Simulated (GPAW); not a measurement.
## ZrC in GPAW: convergence with k mesh

ZrC:

```xyz
2
Lattice="0.0000 2.3650 2.3650 2.3650 0.0000 2.3650 2.3650 2.3650 0.0000" Properties=species:S:1:pos:R:3 pbc="T T T"
Zr    2.3650    2.3650    2.3650
C     0.0000    0.0000    0.0000
```

```yaml
Program: GPAW 26.7.0
Task: convergence study
Functional: PBE
Potentials_or_basis: GPAW PAW data sets (gpaw-data 1.2.1)
Cutoff: 800 eV
Basis: pw
k_mesh: 2 × 2 × 2
Occupations: fermi-dirac, width 0.05 eV
Spin: no spin polarisation
```

These are the settings of the first run; the series varies k mesh, with any setting tied to it.

Hardware: 1 thread of AMD EPYC 9R45 96-Core Processor (Zen 5), on a shared host.

The values tried are 2 × 2 × 2, 3 × 3 × 3, 4 × 4 × 4, 5 × 5 × 5, 6 × 6 × 6, 7 × 7 × 7, 9 × 9 × 9, 11 × 11 × 11, 13 × 13 × 13, loosest first. From which on does the pressure stay within 0.1 GPa of the tightest run that finished?

From 5 × 5 × 5 on.

```csv
k mesh,"energy less the tightest run, at zero smearing (meV/atom)",pressure (GPa),SCF cycles,CPU time (s),peak memory (GiB)
2 × 2 × 2,575.02,3.53,9,2.4,0.16
3 × 3 × 3,99.09,-3.36,11,2.8,0.16
4 × 4 × 4,23.39,-4.67,10,3.3,0.16
5 × 5 × 5,21.17,-3.77,10,3.8,0.16
6 × 6 × 6,4.83,-3.76,9,4.5,0.16
7 × 7 × 7,2.73,-3.85,9,5.1,0.16
9 × 9 × 9,1.12,-3.87,9,7.6,0.17
11 × 11 × 11,1.03,-3.81,9,11,0.18
13 × 13 × 13,0.00,-3.83,9,15,0.2
```

Not settled before the last step: the energy (to 1 meV/atom). Meshes of other sizes hit other points, so gaps and Fermi surfaces needn't settle smoothly. The tightest run that finished is the yardstick and may itself not be fully converged.
